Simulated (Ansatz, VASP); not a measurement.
# AlCo4 (Co(0001), 4 layers, one monolayer of Al on fcc sites) in two plane-wave programs, part 2 of 2

Aim: how closely do two programs agree when they are given the same cell, functional and k mesh? The structure shown is the start of the Ansatz relaxation below; VASP solves that cell, so the two are compared at the walk's first step.

VASP 6.6.1 and Ansatz 0.2.0.

So far: The starting structure; Ansatz: relaxation, PBE.

## (3) VASP: single point, PBE, start cell

Level of this step: PBE, spin-polarised from a ferromagnetic start; plane waves and PAW (Co, Al) (VASP).

The same cell, functional, mesh and smearing now go to VASP, with its own data sets.

Lines of VASP's logs that name or quote its potential files are left out, and so is its time.

File INCAR:

```
SYSTEM = AlCo4
PREC = Accurate
ENCUT = 520
EDIFF = 1E-06
NELM = 200
ISMEAR = -1
SIGMA = 0.1
LREAL = .FALSE.
ALGO = Normal
GGA = PE
NBANDS = 32
ISPIN = 2
MAGMOM = 1.85 1.77 1.73 1.43 0.01
LASPH = .TRUE.
LMAXMIX = 4
LORBIT = 11
LWAVE = .FALSE.
LCHARG = .FALSE.
ISIF = 2
LDIPOL = .TRUE.
IDIPOL = 3
DIPOL = 0.5 0.5 0.493
LVHAR = .TRUE.
GGA_COMPAT = .FALSE.
NELMDL = -8
KPAR = 2
```

File POSCAR:

```
AlCo4
1.0
    2.5100000000      0.0000000000      0.0000000000
    1.2550000000      2.1737237635      0.0000000000
    0.0000000000      0.0000000000     25.1068300000
Co Al
4 1
Direct
    0.6666667071      0.6666665859      0.3305873342
    0.0000000000      0.0000000000      0.4116652720
    0.6666667071      0.6666665859      0.4927432097
    0.0000000000      0.0000000000      0.5738211475
    0.3333332385      0.3333335229      0.6534893891
```

File KPOINTS:

```
Automatic mesh
0
Gamma
12 12 1
0 0 0
```

Potentials, in the order of the species: Co and Al (PBE family, release 64).

On the command line:

```
$ mpirun -np 2 vasp_std
```

Numbers of over 12 decimals in the logs are rounded to 6 here.

The program printed:

```text
[banner, memory and clock lines left out]
running    2 mpi-ranks, on    1 nodes
 distrk:  each k-point on    1 cores,    2 groups
 distr:  one band on    1 cores,    1 groups

 POSCAR found type information on POSCAR CoAl
 POSCAR found :  2 types and       5 ions
 LDA part: xc-table for (Slater+PW92), standard interpolation
 POSCAR, INCAR and KPOINTS ok, starting setup
 FFT: planning ... GRIDC
 FFT: planning ... GRID_SOFT
 FFT: planning ... GRID
 WAVECAR not read
 entering main loop
       N       E                     dE             d eps       ncg     rms          rms(c)
DAV:   1     0.271892563192E+03    0.27189E+03   -0.16283E+04  2432   0.120E+03
DAV:   2    -0.199371893605E+02   -0.29183E+03   -0.27240E+03  2488   0.280E+02
DAV:   3    -0.364334856050E+02   -0.16496E+02   -0.15928E+02  2832   0.965E+01
DAV:   4    -0.367135014702E+02   -0.28002E+00   -0.27972E+00  2864   0.130E+01
DAV:   5    -0.367245724926E+02   -0.11071E-01   -0.11071E-01  3768   0.183E+00
DAV:   6    -0.367247735843E+02   -0.20109E-03   -0.20109E-03  3344   0.247E-01
DAV:   7    -0.367247832281E+02   -0.96437E-05   -0.96439E-05  3784   0.467E-02
DAV:   8    -0.367247834777E+02   -0.24966E-06   -0.24955E-06  2264   0.730E-03    0.233E+01
DAV:   9    -0.237136924264E+03   -0.20041E+03   -0.10466E+03  4616   0.407E+02    0.101E+02
DAV:  10    -0.549490193024E+02    0.18219E+03   -0.31750E+02  3992   0.940E+01    0.448E+01
DAV:  11    -0.455495749396E+02    0.93994E+01   -0.16353E+02  3008   0.102E+02    0.453E+01
DAV:  12    -0.309562519999E+02    0.14593E+02   -0.74955E+01  3072   0.708E+01    0.225E+01
DAV:  13    -0.322424363734E+02   -0.12862E+01   -0.54992E+01  3248   0.682E+01    0.247E+01
DAV:  14    -0.303754631038E+02    0.18670E+01   -0.17796E+01  3008   0.550E+01    0.175E+01
[...]
DAV:  45    -0.308056153590E+02   -0.32548E-04   -0.22000E-06  2232   0.127E-02    0.219E-02
DAV:  46    -0.308056210264E+02   -0.56674E-05   -0.13746E-06  1984   0.109E-02    0.163E-02
DAV:  47    -0.308056284566E+02   -0.74302E-05   -0.14254E-06  1912   0.785E-03    0.119E-02
DAV:  48    -0.308056642181E+02   -0.35761E-04   -0.11510E-06  1896   0.659E-03    0.841E-03
DAV:  49    -0.308057135204E+02   -0.49302E-04   -0.27935E-06  1992   0.120E-02    0.251E-03
DAV:  50    -0.308057363473E+02   -0.22827E-04   -0.78685E-07  1984   0.427E-03    0.134E-03
DAV:  51    -0.308057407310E+02   -0.43837E-05   -0.80925E-08  1760   0.210E-03    0.904E-04
DAV:  52    -0.308057417280E+02   -0.99702E-06   -0.16036E-08  1744   0.727E-04
   1 F= -.30805742E+02 E0= -.30718617E+02  d E =-.174249E+00  mag=     6.4096
```

From OUTCAR (step 3):

```text
ion  position               nearest neighbor table
   1  0.667  0.667  0.331-   2 2.50   2 2.50   2 2.50
   2  0.000  0.000  0.412-   3 2.50   1 2.50   3 2.50   3 2.50   1 2.50   1 2.50
   3  0.667  0.667  0.493-   2 2.50   4 2.50   2 2.50   2 2.50   4 2.50   4 2.50
   4  0.000  0.000  0.574-   5 2.47   5 2.47   5 2.47   3 2.50   3 2.50   3 2.50
   5  0.333  0.333  0.653-   4 2.47   4 2.47   4 2.47

  LATTYP: Found a hexagonal cell.
 ALAT       =     2.5100000000
 C/A-ratio  =    10.0027211155

 Subroutine GETGRP returns: Found  6 space group operations
 (whereof  6 operations were pure point group operations)

The static configuration has the point symmetry C_3v.

 Found     19 irreducible k-points:

   k-points           NKPTS =     19   k-points in BZ     NKDIM =     19   number of bands    NBANDS=     32

   dimension x,y,z NGX =    20 NGY =   20 NGZ =  192
   dimension x,y,z NGXF=    40 NGYF=   40 NGZF=  384

   ENCUT  =  520.0 eV  38.22 Ry    6.18 a.u.   4.67  4.67 46.68*2*pi/ulx,y,z

   NELECT =      39.0000    total number of electrons

 k-points in reciprocal lattice and weights: Automatic mesh
   0.00000000  0.00000000  0.00000000       0.007
   0.08333333  0.00000000  0.00000000       0.042
   0.16666667  0.00000000  0.00000000       0.042
   0.25000000  0.00000000  0.00000000       0.042
   0.33333333  0.00000000  0.00000000       0.042
   0.41666667  0.00000000  0.00000000       0.042
   0.50000000  0.00000000  0.00000000       0.021
   0.16666667  0.08333333  0.00000000       0.042
   0.25000000  0.08333333  0.00000000       0.083
[...]
-0.41666667  0.25000000  0.00000000       0.083
  -0.33333333  0.33333333  0.00000000       0.014

 dipolmoment           0.000000      0.000000     -0.023015 electrons x Angstroem

 average (electrostatic) potential at core
       1 -86.8763       2 -86.9694       3 -86.9836       4 -86.8862       5 -78.5399

 E-fermi :   1.6221

 spin component 1
 k-point     1 :       0.0000    0.0000    0.0000
  band No.  band energies     occupation
    ...
     22       0.5554      0.99998
     23       0.5554      0.99998
     24       0.6776      0.99992
     25       0.6776      0.99992
     26       1.4391      0.86176
     27       4.5715      0.00000
     28       6.2702      0.00000
     29       6.3661      0.00000
     30       7.4660      0.00000
     31       8.2025      0.00000
    ...

 k-point     2 :       0.0833    0.0000    0.0000
  band No.  band energies     occupation
    ...
     21       0.2151      1.00000
     22       0.3932      1.00000
     23       0.5525      0.99998
     24       0.6922      0.99991
     25       0.9914      0.99818
     26       2.1631      0.00445
     27       4.8013      0.00000
     28       6.4943      0.00000
     29       6.5656      0.00000
     30       7.6845      0.00000
    ...

 k-point     3 :       0.1667    0.0000    0.0000
  band No.  band energies     occupation
    ...
     20      -0.0410      1.00000
     21       0.1714      1.00000
     22       0.5413      0.99998
     23       0.5891      0.99997
     24       0.7248      0.99987
     25       1.7116      0.29018
     26       3.3391      0.00000
     27       5.4760      0.00000
     28       7.1443      0.00000
     29       7.1744      0.00000
    ...

 k-point     4 :       0.2500    0.0000    0.0000
  band No.  band energies     occupation
    ...
     20       0.1681      1.00000
     21       0.2333      1.00000
     22       0.5416      0.99998
     23       0.7609      0.99982
     24       0.9810      0.99836
     25       2.6094      0.00005
     26       4.6486      0.00000
     27       6.5036      0.00000
     28       7.9186      0.00000
     29       8.2135      0.00000
    ...

 k-point     5 :       0.3333    0.0000    0.0000
  band No.  band energies     occupation
    ...
     19       0.4202      0.99999
     20       0.4890      0.99999
     21       0.5841      0.99997
     22       0.6487      0.99994
     23       0.8281      0.99964
     24       1.7039      0.30624
     25       3.6133      0.00000
     26       5.0273      0.00000
     27       6.2617      0.00000
     28       8.1105      0.00000
    ...

 k-point     6 :       0.4167    0.0000    0.0000
  band No.  band energies     occupation
    ...
     19       0.8236      0.99966
     20       0.9171      0.99913
     21       1.0360      0.99716
     22       1.2055      0.98473
     23       1.5525      0.66738
     24       2.6356      0.00004
     25       3.0394      0.00000
     26       4.9499      0.00000
     27       6.8178      0.00000
     28       8.4199      0.00000
    ...

  Total        1.6111708      1.6111708     -0.7524840     -0.0000000     -0.0000000      0.0000000
  in kB       18.8443950     18.8443950     -8.8011193     -0.0000000     -0.0000000      0.0000000
  external PRESSURE =       9.6292236 kB  Pullay stress =       0.0000000 kB

  energy-cutoff  :      520.00
  volume of cell :      136.98
      direct lattice vectors                 reciprocal lattice vectors
     2.510000000  0.000000000  0.000000000     0.398406375 -0.230020028  0.000000000
     1.255000000  2.173723763  0.000000000     0.000000000  0.460040055  0.000000000
     0.000000000  0.000000000 25.106830000     0.000000000  0.000000000  0.039829799

 POSITION                                       TOTAL-FORCE (eV/Angst)
 -----------------------------------------------------------------------------------
      2.51000      1.44915      8.30000        -0.000000     -0.000000      0.445661
      0.00000      0.00000     10.33561        -0.000000     -0.000000     -0.331604
      2.51000      1.44915     12.37122        -0.000000     -0.000000      0.181265
      0.00000      0.00000     14.40683        -0.000000     -0.000000     -0.792940
      1.25500      0.72457     16.40705         0.000000      0.000000      0.497620
 -----------------------------------------------------------------------------------
    total drift:                               -0.000000      0.000010      0.000039

  FREE ENERGIE OF THE ION-ELECTRON SYSTEM (eV)
  ---------------------------------------------------
  free  energy   TOTEN  =       -30.8057417280 eV

  energy  without entropy=      -30.6314927775  energy(sigma->0) =      -30.71861725

 vacuum level on the upper side and lower side of the slab         5.821         6.585

 total charge
# of ion       s       p       d       tot
------------------------------------------
    1        0.474   0.386   7.213   8.073
    2        0.477   0.502   7.245   8.223
    3        0.481   0.502   7.238   8.220
    4        0.485   0.532   7.336   8.353
    5        0.434   0.455   0.000   0.889
--------------------------------------------------
tot          2.350   2.377  29.032  33.759

 magnetization (x)
# of ion       s       p       d       tot
------------------------------------------
    1       -0.007  -0.034   1.833   1.791
    2       -0.013  -0.049   1.773   1.711
    3       -0.008  -0.042   1.738   1.687
    4       -0.005  -0.025   1.300   1.270
    5        0.002   0.001   0.000   0.003
--------------------------------------------------
tot         -0.032  -0.149   6.643   6.462

[... 6 further parts left out ...]
```

## (4) Side by side

Known differences besides the potentials themselves: VASP starts from the moments at which Ansatz ended; the data sets hold 71 valence electrons in Ansatz (on its default PAW (the set named soft_2) files) and 39 in VASP; the cutoff is 420 eV in Ansatz and 520 eV in VASP. Total energies have different zeros and are not compared.

Forces (eV/Å; atoms numbered as in POSCAR):

| atom | Ansatz x, y, z | VASP x, y, z |
| --- | --- | --- |
| Co1 | 0.000, 0.000, 0.424 | 0.000, 0.000, 0.446 |
| Co2 | 0.000, 0.000, -0.342 | 0.000, 0.000, -0.332 |
| Co3 | 0.000, 0.000, 0.190 | 0.000, 0.000, 0.181 |
| Co4 | 0.000, 0.000, -0.775 | 0.000, 0.000, -0.793 |
| Al5 | 0.000, 0.000, 0.503 | 0.000, 0.000, 0.498 |

The forces differ by 8.1 meV/Å r.m.s., which is 2.9 % of the r.m.s. force of 0.285 eV/Å (both taken over all components). Moments aren't recorded for both runs of this pair, so they may hold unlike magnetic states. With vacuum in the cell, a pressure given here is an average over mostly empty space and none of the material.

## (5) Outcome

```yaml
r_m_s_force_difference_single_point_pbe_start_cell: 2.9 % of the r.m.s. force
```

The r.m.s. force difference is 2.9 % of the r.m.s. force (single point, PBE, start cell), at about the 3 % picked in this series as the mark of a large difference. The data sets hold unlike numbers of valence electrons (71 in Ansatz and 39 in VASP), so part of the differences comes from the potentials. 1 further run of this series is not shown here. Such differences can come from data sets, numerical settings and the points named under the comparisons, not from the functional's error against experiment.

[Lines on the potential files, build, host, timing and source positions are cut from VASP's logs without a mark.]

[Logs are printed without paths, hosts, clocks, repeated set-up lines and the standing remarks that a program may print on its own settings, such as how far it seeks lower states.]

[Hosts, paths, dates, database ids (printed as entryN), source tags and the programs' standing remarks are cut or masked in the printed files.]
